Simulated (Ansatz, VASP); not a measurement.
NaCl in VASP and in Ansatz

```
CELL_PARAMETERS angstrom
0.00000 2.80273 2.80273
2.80273 0.00000 2.80273
2.80273 2.80273 0.00000
ATOMIC_POSITIONS crystal
Na 0.00000 0.00000 0.00000
Cl 0.50000 0.50000 0.50000
```

Alike in both runs: task single point; functional r2SCAN; k mesh 8 × 8 × 8; no spin polarisation.

```csv
,VASP,Ansatz
version,VASP 6.6.1,Ansatz 0.2.0
potentials or method,"VASP PAW PBE potentials, release 64 (Na_pv, Cl)","plane waves, PAW"
plane-wave cutoff (eV),520,500
occupations,"gaussian, width 0.01 eV",fixed
valence electrons in the cell,14,16
```

|  | VASP | Ansatz | Ansatz less VASP |
| --- | --- | --- | --- |
| gap on the k mesh at the Fermi level (eV) | 6.00 | 5.98 | -0.023 |
| pressure (GPa) | -0.1 | 0.0 | +0.19 |

The two sets of potentials don't hold the same shells in valence.

Caveats: the PAW data sets were made with another functional, which shifts forces and pressure a little (VASP). A k mesh can miss the band edges. r2SCAN opens gaps a little over a GGA but as a rule still falls short of measured ones.
